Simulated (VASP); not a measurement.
Input of a VASP 6.6.1 run:

INCAR

```
SYSTEM = KCl
PREC     = Accurate       ! precision mode
ENCUT    = 600            ! plane-wave cutoff, eV
EDIFF    = 1E-7           ! SCF threshold, eV
ISMEAR   = 0              ! smearing method
SIGMA    = 0.03           ! smearing width, eV
LREAL    = .False.        ! projectors in reciprocal space
LASPH    = .True.         ! aspherical terms in the spheres
NELM     = 80             ! most SCF steps
ALGO     = Normal         ! electronic algorithm
ISIF     = 3              ! what is computed and relaxed
LWAVE    = .False.        ! write WAVECAR
LCHARG   = .False.        ! write CHGCAR
GGA      = PS             ! functional
IBRION   = 2              ! ionic algorithm
NSW      = 90             ! ionic steps
EDIFFG   = -0.005         ! ionic threshold
```

The input KPOINTS:

```
Automatic mesh
0
Gamma
  8 8 8
  0 0 0
```

File POSCAR:

```
KCl                                     
1.0
    0.0000000000      3.1269960053      3.1269960053
    3.1269960053      0.0000000000      3.1269960053
    3.1269960053      3.1269960053      0.0000000000
  K               Cl            
     1     1
Direct
     0.0000000000000000    0.0000000000000000    0.0000000000000000
     0.5000000000000000    0.5000000000000000    0.5000000000000000
```

Potentials or basis: VASP PAW PBE potentials, release 64 (K_sv, Cl).

Run with:

```sh
$ cat potpaw_PBE.64/K_sv/POTCAR potpaw_PBE.64/Cl/POTCAR > POTCAR
$ mpirun -np 1 vasp_std > vasp.out
```

Question: What does it give for the band gap on the k mesh?

Answer: 5.08 eV, direct.

Final structure:
```cif
data_structure
_symmetry_space_group_name_H-M 'P 1'
_symmetry_Int_Tables_number 1
_cell_length_a 4.4222
_cell_length_b 4.4222
_cell_length_c 4.4222
_cell_angle_alpha 60.000
_cell_angle_beta 60.000
_cell_angle_gamma 60.000
_cell_volume 61.15
loop_
_atom_site_label
_atom_site_type_symbol
_atom_site_fract_x
_atom_site_fract_y
_atom_site_fract_z
_atom_site_occupancy
K1 K 0.00000 0.00000 0.00000 1
Cl1 Cl 0.50000 0.50000 0.50000 1
```

Caveat: the relaxation stopped at its first step, so nothing moved. A k mesh can miss the band edges.
